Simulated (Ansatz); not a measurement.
Relaxed InN (wurtzite):

```
CELL_PARAMETERS angstrom
      3.53693     0.00000     0.00000
     -1.76847     3.06307     0.00000
      0.00000     0.00000     5.71356
ATOMIC_POSITIONS crystal
  In 0.66667 0.33333 0.00203
  In 0.33333 0.66667 0.50203
  N  0.66667 0.33333 0.62317
  N  0.33333 0.66667 0.12317
```

In each cell atom 1 (In, nearest neighbour N at 2.156 Å; its periodic images, 3.5 Å or more away, move with it) moves by s·(-0.820, 0.474, 0.321) (towards the nearest neighbour), the rest being held.

All values below come from PBEsol (plane waves to 420 eV, PAW, scalar-relativistic; Ansatz, an electronic-structure program). k mesh 9×9×5 (Γ-centred), Fermi-Dirac smearing 0.05 eV. Energies are smeared free energies. With partly filled bands, energies and forces of such displacements shift with the k mesh and the smearing. At this level the bands of InN touch or barely overlap; measurements give the solid a gap. InN was relaxed with its symmetry unable to fall. The zero of ΔE is the undisplaced structure. The last digit holds for this mesh only.

```
s (Å)   ΔE (meV/cell)
------  -------------
-0.430       withheld
-0.344          393.7
-0.258          249.2
-0.172          124.7
-0.086           35.2
0.000             0.0
0.086            45.1
0.172           205.1
0.258           527.3
0.344          1077.1
0.430          1946.2
```

Task: Fit a polynomial form (powers 2, 3, 4) to the given rows and predict ΔE at s = -0.430.

Result: Least squares on the 10 given rows: ΔE = (5162)·s² + (8419)·s³ + (9317)·s⁴, in meV/cell with s in Å; root-mean-square residual 4.71 meV/cell. At -0.430 the fit gives 603.6 meV/cell; the calculation gives 547.2 meV/cell, so the extrapolation is off by 56.4 (+10.3 %). The quadratic term alone would give 954.5 meV/cell.

(For displaced atoms, the force is minus the slope of the energy, and its curvature is a force constant, which sets phonon frequencies.)
